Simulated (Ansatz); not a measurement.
Property card for Ti3Al5

All numbers below come from DFT PBEsol, scalar-relativistic, plane waves, PAW (Ansatz 0.2.0).

Plane waves to 420 eV, a k mesh through Γ of 10×10×6 on the computed 8-atom cell and Gaussian smearing (0.10 eV); no spin polarisation.

The structure is relaxed at this level of theory with its symmetry kept. Whether it is the stable form of this composition wasn't checked.

Symmetry: Pmmm, No. 47, orthorhombic system. Conventional cell: a = 3.885 Å, b = 4.002 Å, c = 8.052 Å, α = 90.00°, β = 90.00°, γ = 90.00°. Around Ti (site symmetry mm2) lie 10 Al at 2.71 to 2.92 Å and 2 Ti at 2.88 Å. Around Ti (site symmetry mmm) lie 8 Al at 2.79 Å and 4 Ti at 2.88 Å. Al (site symmetry mmm) has 4 Al at 2.75 Å and 8 Ti at 2.79 to 2.92 Å as nearest neighbours. Around Al (site symmetry mmm) lie 4 Ti at 2.76 Å and 8 Al at 2.79 to 2.85 Å. Around Al (site symmetry mmm) lie 4 Ti at 2.71 Å and 8 Al at 2.79 to 2.89 Å. Al (site symmetry mm2) has 6 Al at 2.75 to 2.89 Å and 6 Ti at 2.79 Å as nearest neighbours.

| Property | Result |
| --- | --- |
| Volume per atom | 15.65 Å³ |
| Formation energy from the elements' standard states (uncorrected) | -0.416 eV/atom |
| Kohn–Sham band gap | none (metal) |
| Density of states at the Fermi level | 4.29 states/eV per cell |
| Löwdin character within 0.5 eV of the Fermi level | Ti 3d 73 %, Al 3p 17 % |
| Bulk modulus | 115 GPa |
| Its pressure derivative | 4.0 |
| Bader charges (e) | Ti (2 in the cell) 0.66, Ti (1 in the cell) 0.63, Al (1 in the cell) -0.39, Al (1 in the cell) -0.42, Al (1 in the cell) -0.26, Al (2 in the cell) -0.45 |